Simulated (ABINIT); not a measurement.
The system is BaTiO3.

```xyz
5
Lattice="2.8274 1.6324 2.3184 -2.8274 1.6324 2.3184 0.0000 -3.2648 2.3184" Properties=species:S:1:pos:R:3 pbc="T T T"
Ba    0.0000    0.0000    0.0000
Ti    0.0000    0.0000    3.3698
O     1.3885   -0.8017    2.3988
O    -1.3885   -0.8017    2.3988
O     0.0000    1.6033    2.3988
```

```yaml
Program: ABINIT 10.8.3 (patched build)
Task: relaxation of cell and atoms
Functional: LDA
Potentials_or_basis: JTH PAW LDA v2.0
Cutoff: 626 eV
k_mesh: 6 × 6 × 6
Occupations: fermi-dirac, width 0.05 eV
Spin: no spin polarisation
```

At the start: pressure -4.6 GPa; volume 12.84 Å³/atom.

Task: Where does the relaxation end?

Result: Over 17 steps the energy falls by 6.4 meV/atom and the volume is 12.42 Å³/atom (-3.3 %); space group R3m (No. 160, to 0.05 Å).

Step by step:
```
step  energy change (eV)  largest force (eV/Å)  pressure (GPa)  volume (Å³)
   1              0.0000                0.1496           -4.62        64.20
   2             -0.0195                0.1402           -2.17        63.30
   3             -0.0263                0.2405            0.11        62.46
   4             -0.0277                0.2172            0.28        62.35
   5             -0.0312                0.0781            0.30        62.09
   6             -0.0314                0.0458            0.07        62.13
   7             -0.0315                0.0280           -0.06        62.16
   8             -0.0316                0.0235           -0.12        62.16
   9             -0.0317                0.0238           -0.11        62.15
  10             -0.0317                0.0208           -0.04        62.12
  11             -0.0317                0.0164            0.01        62.10
  12             -0.0318                0.0112            0.04        62.09
  13             -0.0318                0.0075            0.04        62.09
  14             -0.0318                0.0042            0.01        62.09
  15             -0.0318                0.0030           -0.01        62.09
  16             -0.0318                0.0020           -0.01        62.09
  17             -0.0318                0.0010           -0.01        62.09
```

Final structure:
```cif
data_structure
_symmetry_space_group_name_H-M 'P 1'
_symmetry_Int_Tables_number 1
_cell_length_a 3.9598
_cell_length_b 3.9598
_cell_length_c 3.9598
_cell_angle_alpha 89.913
_cell_angle_beta 89.913
_cell_angle_gamma 89.913
_cell_volume 62.09
loop_
_atom_site_label
_atom_site_type_symbol
_atom_site_fract_x
_atom_site_fract_y
_atom_site_fract_z
_atom_site_occupancy
Ba1 Ba 0.99879 0.99879 0.99879 1
Ti1 Ti 0.48872 0.48872 0.48872 1
O1 O 0.50871 0.01426 0.50871 1
O2 O 0.01426 0.50871 0.50871 1
O3 O 0.50871 0.50871 0.01426 1
```

Caveat: this set's barium file shifts pressures by 1.5 GPa and gaps by 0.1 eV against other sets; the atomic spheres overlap.
